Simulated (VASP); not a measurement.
Write the native input for VASP 6.6.1 that does the following.

```yaml
Task: band structure
Functional: PBEsol
Potentials_or_basis: VASP PAW PBE potentials, release 64 (Zr_sv, N)
Cutoff: 520 eV
k_mesh: 14 × 14 × 14
Occupations: methfessel-paxton, width 0.1 eV
Spin: no spin polarisation
Further_INCAR_settings: ALGO = Normal; EDIFF = 1e-06; NBANDS = 16
```

The structure of ZrN lies in POSCAR:

```
ZrN                                     
1.0
    0.0000000000      2.2769436719      2.2769436719
    2.2769436719      0.0000000000      2.2769436719
    2.2769436719      2.2769436719      0.0000000000
  Zr              N             
     1     1
Direct
     0.0000000000000000    0.0000000000000000    0.0000000000000000
     0.5000000000000000    0.5000000000000000    0.5000000000000000
```

The cell was built by a generator and needn't be a form met in nature.

The input as run:

INCAR

```
SYSTEM = ZrN
PREC = Accurate ; ENCUT = 520
EDIFF = 1E-6 ; ISMEAR = 1
SIGMA = 0.1 ; LREAL = .FALSE.
LASPH = .TRUE. ; NELM = 80
ALGO = Normal ; ISIF = 2
LWAVE = .FALSE. ; LCHARG = .FALSE.
LMAXMIX = 4 ; GGA = PS
NBANDS = 16 ; ICORELEVEL = 1
```

KPOINTS

```
Automatic mesh
0
G
  14 14 14
  0 0 0
```

KPOINTS_OPT

```
explicit points
109
Reciprocal
 0.0000000000  0.0000000000  0.0000000000 1
 0.0555555556  0.0000000000  0.0555555556 1
 0.1111111111  0.0000000000  0.1111111111 1
 0.1666666667  0.0000000000  0.1666666667 1
 0.2222222222  0.0000000000  0.2222222222 1
 0.2777777778  0.0000000000  0.2777777778 1
 0.3333333333  0.0000000000  0.3333333333 1
 0.3888888889  0.0000000000  0.3888888889 1
 0.4444444444  0.0000000000  0.4444444444 1
 0.5000000000  0.0000000000  0.5000000000 1
 0.5000000000  0.0000000000  0.5000000000 1
 0.5000000000  0.0277777778  0.5277777778 1
 0.5000000000  0.0555555556  0.5555555556 1
 0.5000000000  0.0833333333  0.5833333333 1
 0.5000000000  0.1111111111  0.6111111111 1
 0.5000000000  0.1388888889  0.6388888889 1
 0.5000000000  0.1666666667  0.6666666667 1
 0.5000000000  0.1944444444  0.6944444444 1
 0.5000000000  0.2222222222  0.7222222222 1
 0.5000000000  0.2500000000  0.7500000000 1
 0.5000000000  0.2500000000  0.7500000000 1
 0.4861111111  0.2638888889  0.7500000000 1
 0.4722222222  0.2777777778  0.7500000000 1
 0.4583333333  0.2916666667  0.7500000000 1
 0.4444444444  0.3055555556  0.7500000000 1
 0.4305555556  0.3194444444  0.7500000000 1
 0.4166666667  0.3333333333  0.7500000000 1
 0.4027777778  0.3472222222  0.7500000000 1
 0.3888888889  0.3611111111  0.7500000000 1
 0.3750000000  0.3750000000  0.7500000000 1
 0.3750000000  0.3750000000  0.7500000000 1
 0.3333333333  0.3333333333  0.6666666667 1
 0.2916666667  0.2916666667  0.5833333333 1
 0.2500000000  0.2500000000  0.5000000000 1
 0.2083333333  0.2083333333  0.4166666667 1
 0.1666666667  0.1666666667  0.3333333333 1
 0.1250000000  0.1250000000  0.2500000000 1
 0.0833333333  0.0833333333  0.1666666667 1
 0.0416666667  0.0416666667  0.0833333333 1
 0.0000000000  0.0000000000  0.0000000000 1
 0.0000000000  0.0000000000  0.0000000000 1
 0.0555555556  0.0555555556  0.0555555556 1
 0.1111111111  0.1111111111  0.1111111111 1
 0.1666666667  0.1666666667  0.1666666667 1
 0.2222222222  0.2222222222  0.2222222222 1
 0.2777777778  0.2777777778  0.2777777778 1
 0.3333333333  0.3333333333  0.3333333333 1
 0.3888888889  0.3888888889  0.3888888889 1
 0.4444444444  0.4444444444  0.4444444444 1
 0.5000000000  0.5000000000  0.5000000000 1
 0.5000000000  0.5000000000  0.5000000000 1
 0.5138888889  0.4722222222  0.5138888889 1
 0.5277777778  0.4444444444  0.5277777778 1
 0.5416666667  0.4166666667  0.5416666667 1
 0.5555555556  0.3888888889  0.5555555556 1
 0.5694444444  0.3611111111  0.5694444444 1
 0.5833333333  0.3333333333  0.5833333333 1
 0.5972222222  0.3055555556  0.5972222222 1
 0.6111111111  0.2777777778  0.6111111111 1
 0.6250000000  0.2500000000  0.6250000000 1
 0.6250000000  0.2500000000  0.6250000000 1
 0.6111111111  0.2500000000  0.6388888889 1
 0.5972222222  0.2500000000  0.6527777778 1
 0.5833333333  0.2500000000  0.6666666667 1
 0.5694444444  0.2500000000  0.6805555556 1
 0.5555555556  0.2500000000  0.6944444444 1
 0.5416666667  0.2500000000  0.7083333333 1
 0.5277777778  0.2500000000  0.7222222222 1
 0.5138888889  0.2500000000  0.7361111111 1
 0.5000000000  0.2500000000  0.7500000000 1
 0.5000000000  0.2500000000  0.7500000000 1
 0.5000000000  0.2777777778  0.7222222222 1
 0.5000000000  0.3055555556  0.6944444444 1
 0.5000000000  0.3333333333  0.6666666667 1
 0.5000000000  0.3611111111  0.6388888889 1
 0.5000000000  0.3888888889  0.6111111111 1
 0.5000000000  0.4166666667  0.5833333333 1
 0.5000000000  0.4444444444  0.5555555556 1
 0.5000000000  0.4722222222  0.5277777778 1
 0.5000000000  0.5000000000  0.5000000000 1
 0.5000000000  0.5000000000  0.5000000000 1
 0.4861111111  0.4861111111  0.5277777778 1
 0.4722222222  0.4722222222  0.5555555556 1
 0.4583333333  0.4583333333  0.5833333333 1
 0.4444444444  0.4444444444  0.6111111111 1
 0.4305555556  0.4305555556  0.6388888889 1
 0.4166666667  0.4166666667  0.6666666667 1
 0.4027777778  0.4027777778  0.6944444444 1
 0.3888888889  0.3888888889  0.7222222222 1
 0.3750000000  0.3750000000  0.7500000000 1
 0.6250000000  0.2500000000  0.6250000000 1
 0.6111111111  0.2222222222  0.6111111111 1
 0.5972222222  0.1944444444  0.5972222222 1
 0.5833333333  0.1666666667  0.5833333333 1
 0.5694444444  0.1388888889  0.5694444444 1
 0.5555555556  0.1111111111  0.5555555556 1
 0.5416666667  0.0833333333  0.5416666667 1
 0.5277777778  0.0555555556  0.5277777778 1
 0.5138888889  0.0277777778  0.5138888889 1
 0.5000000000  0.0000000000  0.5000000000 1
 0.0000000000  0.0000000000  0.0000000000 1
 0.3750000000  0.3750000000  0.7500000000 1
 0.5000000000  0.5000000000  0.5000000000 1
 0.6250000000  0.2500000000  0.6250000000 1
 0.5000000000  0.2500000000  0.7500000000 1
 0.5000000000  0.0000000000  0.5000000000 1
 0.4000000000  0.0000000000  0.4000000000 1
 0.4250000000  0.0000000000  0.4250000000 1
 0.4500000000  0.0000000000  0.4500000000 1
```

Potentials or basis: VASP PAW PBE potentials, release 64 (Zr_sv, N).

Launch:

```sh
$ cat potpaw_PBE.64/Zr_sv/POTCAR potpaw_PBE.64/N/POTCAR > POTCAR
$ mpirun -np 1 vasp_std > vasp.out
```

It gave:

```json
{
  "Pressure": "0.1 GPa",
  "Band gap along the path": "none (metal or under the smearing width)"
}
```

Caveat: the PAW data sets were made with another functional, which shifts forces and pressure a little.

Wall time 38 s on 1 thread of Intel(R) Xeon(R) Platinum 8488C (Sapphire Rapids) (shared host), peak memory 0.18 GiB.
